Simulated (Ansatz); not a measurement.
Sb in Ansatz: the effect of functional

Crystal: Sb.

```
Sb
1.0
    -1.58698    1.58698    2.72990
     1.58698   -1.58698    2.72990
     1.58698    1.58698   -2.72990
Sb
1
Cartesian
  0.0000 0.0000 0.0000
```

This isn't the form of Sb at room conditions, which is rhombohedral.

The cell isn't the ideal one: volume scaled by 1.02.

Alike in all runs:

* Program: Ansatz 0.2.0
* Task: single point
* Potentials or basis: Ansatz PAW
* k mesh: 12 × 12 × 12
* Occupations: fermi-dirac, width 0.05 eV
* Spin: no spin polarisation

Question: One run gave: pressure -0.1 GPa. Which functional did it use?
A. PBEsol
B. LDA
C. r2SCAN

Answer: C.

| functional | cutoff | pressure (GPa) |
| --- | --- | --- |
| LDA | 420 eV (not typed: the program's choice for these potentials) | -3.6 |
| PBEsol | 420 eV (not typed: the program's choice for these potentials) | -2.4 |
| r2SCAN | 500 eV (not typed: the program's choice for these potentials) | -0.1 |

Caveats: the PAW data sets come from PBE, with cores solved anew for the run's functional, which leaves a small shift of forces and pressure.
